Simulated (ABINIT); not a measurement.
Set up this calculation in ABINIT 10.8.3 (patched build), as the native input.

- Task: single point
- Functional: PBE0
- Potentials or basis: SG15 NC PBE v1.2
- Cutoff: 707 eV
- k mesh: 3 × 3 × 3
- Occupations: fermi-dirac, width 0.05 eV
- Spin: no spin polarisation
- Share of exact exchange: 0.15
- Most SCF steps: 60

The system is HgTe (Coloradoite).

```
Hg Te
1.0
     0.00000    3.21450    3.21450
     3.21450    0.00000    3.21450
     3.21450    3.21450    0.00000
Hg Te
1 1
Cartesian
  0.0000 0.0000 0.0000
  4.8217 4.8217 4.8217
```

The input as run:

run.abi

```
# Pseudopotentials
pp_dirpath "./"
pseudos "Hg_ONCV_PBE-1.2.upf, Te_ONCV_PBE-1.2.upf"

# Structure
acell 8.5906751133 8.5906751133 8.5906751133
rprim
     0.0000000000     0.7071067812     0.7071067812
     0.7071067812     0.0000000000     0.7071067812
     0.7071067812     0.7071067812     0.0000000000
ntypat 2
znucl 80 52
natom 2
typat 1 2
xred
     0.0000000000     0.0000000000     0.0000000000
     0.7500000000     0.7500000000     0.7500000000

# Plane-wave basis
ecut 26.0

# k points
kptopt 1
ngkpt 3 3 3
nshiftk 1
shiftk 0.0 0.0 0.0

# Exchange and correlation
ixc 41
hyb_mixing 0.15

# Bands and occupations
nband 22
occopt 3
tsmear 0.05 eV

# SCF cycle
nstep 60
toldfe 1.0e-7

# Output
iomode 3
prtwf 0
prtden 0
prteig 0
prtebands 0
enunit 2
```

Potentials or basis: SG15 NC PBE v1.2.

Command:

```bash
$ mpirun --bind-to none -np 4 abinit run.abi > log 2>&1
```

It gave:

```
Pressure                                              : 4.5 GPa
Band gap on the k mesh                                : 0.42 eV, direct
Valence electrons inside the program's atomic spheres : Hg 16.50; Te 11.95
```

Caveat: the k mesh is coarse (spacing up to 0.56 Å⁻¹), so the values aren't converged, least of all with exact exchange; exact exchange is summed on a coarse mesh, which widens gaps by tenths of an eV; the potentials were made for another functional, which shifts forces and pressure; spin-orbit coupling is left out, which moves the levels of the heavy elements.

Wall time 6.7 min on 4 MPI ranks on Arm Neoverse V1 (shared host), peak memory 0.4 GiB a rank.
